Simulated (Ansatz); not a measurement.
O started on a Mg site in rocksalt MgO, 64 atoms, charge −1

All numbers come from Ansatz (PAW, plane waves, no spin–orbit coupling) at the single k point (¼, ¼, ¼) without its symmetry partners. The atoms were relaxed with PBEsol in a fixed cell; other functionals are single points on those atoms unless said otherwise. The valence top and gap of the host come from its small cell on a dense mesh, with the band extrema sought between the mesh points, lined up by the mean potential, PBEsol gap 4.62 eV, HSE06 gap 6.46 eV. The charge correction uses an assumed dielectric constant of 9.8.

Cell: a = 8.429 Å, b = 8.429 Å, c = 8.429 Å, α = 90.00°, β = 90.00°, γ = 90.00°.

Nearest atoms after relaxation, from the placed atom (for vacancies from the middle of the vacant sites): O at 2.24 Å, O at 2.24 Å, O at 2.25 Å, O at 2.25 Å, O at 2.25 Å, O at 2.25 Å, Mg at 2.93 Å, Mg at 2.93 Å.

Chemical potentials μ are those of reference phases of the elements at zero temperature by the same functional (the usual solids, diamond for C, grey Sn, and the molecules H2, N2, O2, F2, Cl2, Br2 and S8).

```tsv
functional	E(defect) − E(host) − Σ nμ + q·E_VBM (eV)	monopole (eV)	alignment (eV)	formation energy at E_F = VBM (eV)	moment (μB)	wall time, shared host
PBEsol	11.09	0.25	0.08	11.42	1.0 (absolute 2.5)	3.6 s on NVIDIA GB200 (relaxation)
```

Estimate the formation energy and moment that HSE06 gives on these atoms.

13.38 eV at E_F = VBM (13.07 eV before the monopole term 0.25 eV and the alignment 0.06 eV), moment 1.0 (absolute 2.6) μB.

How does the monopole term follow by hand for this cubic cell?

q²·α·e²/(4πε₀)/(2εL) with the Madelung constant α = 2.837 and e²/4πε₀ = 14.40 eV·Å: 1 × 2.837 × 14.40 / (2 × 9.8 × 8.429) = 0.25 eV.

HSE06 one-electron levels near the gap (the ten most localised at most), from the host's valence top, not corrected for the charge's images:

| level (eV) | spin | filling | atoms sharing it | element of the atom with most weight |
| --- | --- | --- | --- | --- |
| -0.25 | down | 1.00 | 31.9 | spread |
| -0.21 | down | 1.00 | 33.4 | spread |
| -0.20 | up | 1.00 | 11.4 | O |
| -0.08 | up | 1.00 | 13.9 | O |
| -0.04 | up | 1.00 | 12.0 | O |
| -0.03 | down | 1.00 | 6.1 | O |
| -0.02 | down | 1.00 | 11.8 | O |
| 2.78 | up | 0.00 | 2.8 | O |
| 3.46 | down | 0.00 | 2.5 | O |
| 3.46 | down | 0.00 | 2.5 | O |

All elements are taken at their own reference at once; growth conditions in equilibrium with the host shift these energies, by up to the host's formation enthalpy.

One k point and a cell of this size can leave errors of several tenths of an eV in such numbers.
